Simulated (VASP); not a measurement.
# Ti (P6_3/mmc) in VASP: further runs, part 2 of 2

VASP 6.6.1. The steps go on from the part before.

## Step 5: Electric field gradients, r2SCAN

The input, INCAR:

```
PREC = Accurate
ENCUT = 520
EDIFF = 1E-7
ISMEAR = -1
SIGMA = 0.05
LREAL = F
LASPH = T
NELM = 60
ALGO = Normal
ISIF = 2
LWAVE = F
LCHARG = F
METAGGA = R2SCAN
LMIXTAU = T
LEFG = T
```

The input, KPOINTS:

```
regular mesh
0
Gamma
  13 13 7
```

The input, POSCAR:

```
Ti
1.0
    2.9500000000      0.0000000000      0.0000000000
   -1.4750000000      2.5547749412      0.0000000000
    0.0000000000      0.0000000000      4.6800000000
Ti
2
Direct
    0.3333333333      0.6666666667      0.2500000000
    0.6666666667      0.3333333333      0.7500000000
```

Potentials or basis: VASP PAW PBE potentials, release 64 (Ti_sv).

On the command line:

```bash
$ cat potpaw_PBE.64/Ti_sv/POTCAR > POTCAR
$ mpirun -np 1 vasp_std > vasp.out
```

OUTCAR:

```text
PREC = Accurate
   ENCUT = 520
   EDIFF = 1E-7
   ISMEAR = -1
   LREAL = F
   LASPH = T
   NELM = 60
   ISIF = 2
   METAGGA = R2SCAN

 ion  position               nearest neighbor table
   1  0.333  0.667  0.250-   2 2.89   2 2.89   2 2.89   2 2.89   2 2.89   2 2.89
   2  0.667  0.333  0.750-   1 2.89   1 2.89   1 2.89   1 2.89   1 2.89   1 2.89

  LATTYP: Found a hexagonal cell.
 ALAT       =     2.9500000000
 C/A-ratio  =     1.5864406780

  Lattice vectors:

 A1 = (   2.9500000000,   0.0000000000,   0.0000000000)
 A2 = (  -1.4750000000,   2.5547749412,   0.0000000000)
 A3 = (   0.0000000000,   0.0000000000,   4.6800000000)

Analysis of symmetry for initial positions (statically):
=====================================================================
 Subroutine PRICEL returns:
 Original cell was already a primitive cell.

 Routine SETGRP: Setting up the symmetry group for a
 hexagonal supercell.

 Subroutine GETGRP returns: Found 24 space group operations
 (whereof 12 operations were pure point group operations)
 out of a pool of 24 trial point group operations.

The static configuration has the point symmetry D_3d.
 The point group associated with its full space group is D_6h.

Analysis of symmetry for dynamics (positions and initial velocities):
=====================================================================
 Subroutine PRICEL returns:
 Original cell was already a primitive cell.

 Routine SETGRP: Setting up the symmetry group for a
 hexagonal supercell.

 Subroutine GETGRP returns: Found 24 space group operations
[... 163 lines left out ...]
      2     -50.8976      2.00000
      3     -26.5739      2.00000
      4     -25.9353      2.00000
      5     -25.9353      2.00000
      6     -25.8750      2.00000
[... 433 lines left out ...]
      3     -26.4973      2.00000
      4     -26.0285      2.00000
      5     -25.9789      2.00000
      6     -25.9622      2.00000
[... 8 lines left out ...]
     15       9.3989      0.00000
     16       9.8376      0.00000

 [... further k-points ...]

------------------------ aborting loop because EDIFF is reached ----------------------------------------

  FORCE on cell =-STRESS in cart. coord.  units (eV):
  Direction    XX          YY          ZZ          XY          YZ          ZX
  --------------------------------------------------------------------------------------
  -------------------------------------------------------------------------------------
  Total       -0.3528553     -0.3528553     -0.4683054      0.0000000      0.0000000      0.0000000
  in kB      -16.0282734    -16.0282734    -21.2725342      0.0000000      0.0000000      0.0000000
  external PRESSURE =     -17.7763603 kB  Pullay stress =       0.0000000 kB

 VOLUME and BASIS-vectors are now :
 -----------------------------------------------------------------------------
  energy-cutoff  :      520.00
  volume of cell :       35.27
      direct lattice vectors                 reciprocal lattice vectors
     2.950000000  0.000000000  0.000000000     0.338983051  0.195711956  0.000000000
    -1.475000000  2.554774941  0.000000000     0.000000000  0.391423911  0.000000000
     0.000000000  0.000000000  4.680000000     0.000000000  0.000000000  0.213675214

 POSITION                                       TOTAL-FORCE (eV/Angst)
 -----------------------------------------------------------------------------------
     -0.00000      1.70318      1.17000        -0.000000      0.000000      0.000000
      1.47500      0.85159      3.51000         0.000000      0.000000      0.000000
 -----------------------------------------------------------------------------------
    total drift:                               -0.000000      0.000000     -0.000000

  FREE ENERGIE OF THE ION-ELECTRON SYSTEM (eV)
  ---------------------------------------------------
  free  energy   TOTEN  =       -25.9054066458 eV

  energy  without entropy=      -25.8904138880  energy(sigma->0) =      -25.89791027

 Electric field gradients (V/A^2)
---------------------------------------------------------------------
 ion       V_xx      V_yy      V_zz      V_xy      V_xz      V_yz
---------------------------------------------------------------------
   1      -8.370    -8.370    16.741    -0.000     0.000    -0.000
   2      -8.370    -8.370    16.741    -0.000    -0.000     0.000
---------------------------------------------------------------------

 Electric field gradients after diagonalization (V/A^2)
 (convention: |V_zz| > |V_xx| > |V_yy|)
----------------------------------------------------------------------
 ion       V_xx      V_yy      V_zz     asymmetry (V_yy - V_xx)/ V_zz
----------------------------------------------------------------------
   1      -8.370    -8.370    16.741       0.000
   2      -8.370    -8.370    16.741       0.000
----------------------------------------------------------------------

           NMR quadrupolar parameters

 Cq : quadrupolar parameter    Cq=e*Q*V_zz/h
 eta: asymmetry parameters     (V_yy - V_xx)/ V_zz
 Q  : nuclear electric quadrupole moment in mb (millibarn)
----------------------------------------------------------------------
 ion       Cq(MHz)       eta       Q (mb)
----------------------------------------------------------------------
   1       0.040       0.000       1.000
   2       0.040       0.000       1.000
----------------------------------------------------------------------
```

stdout:

```text
POSCAR found type information on POSCAR Ti
 POSCAR found :  1 types and       2 ions
 scaLAPACK will be used
 -----------------------------------------------------------------------------
|                                                                             |
|                                                                             |
|     You enforced a specific xc type in the INCAR file but a different       |
|     I HOPE YOU KNOW WHAT YOU ARE DOING!                                     |
|                                                                             |
 -----------------------------------------------------------------------------

 LDA part: xc-table for (None), standard interpolation
 POSCAR, INCAR and KPOINTS ok, starting setup
 FFT: planning ... GRIDC
 FFT: planning ... GRID_SOFT
 FFT: planning ... GRID
 WAVECAR not read
 entering main loop
ion   1

ion   2
```

Wall time 2 min (1 thread of Intel Xeon Platinum 8488C (Sapphire Rapids), shared host); peak memory 0.17 GiB.

What came out:

```
Free energy            : -25.9054 eV
Pressure               : -1.8 GPa
Band gap on the k mesh : none (metal or under the smearing width)
```

Electric field gradients, principal values (V/Å²):
| atom | Vxx | Vyy | Vzz |
| --- | --- | --- | --- |
| 1 Ti | -8.370 | -8.370 | 16.741 |
| 2 Ti | -8.370 | -8.370 | 16.741 |

Caveat: the PAW data sets were made with another functional, which shifts forces and pressure a little.

## Step 6: Overview

```csv
level,potentials or basis,cutoff (eV),gap on the mesh (eV),pressure (GPa)
PBEsol,"VASP PAW PBE potentials, release 64 (Ti)",500,none,-7.1
PBEsol,"VASP PAW PBE potentials, release 64 (Ti_sv)",600,none,-5.9
PBE,"VASP PAW PBE potentials, release 64 (Ti_sv)",520,none,-1.8
r2SCAN,"VASP PAW PBE potentials, release 64 (Ti_sv)",520,none,-1.8
```

Alike in all rows: task electric field gradients; no spin polarisation; cell as given; k mesh 13 × 13 × 7; smearing fermi-dirac 0.05 eV.

Caveats: the PAW data sets were made with another functional, which shifts forces and pressure a little (some runs).

Absolute energies hang on the potentials; compare differences alone.
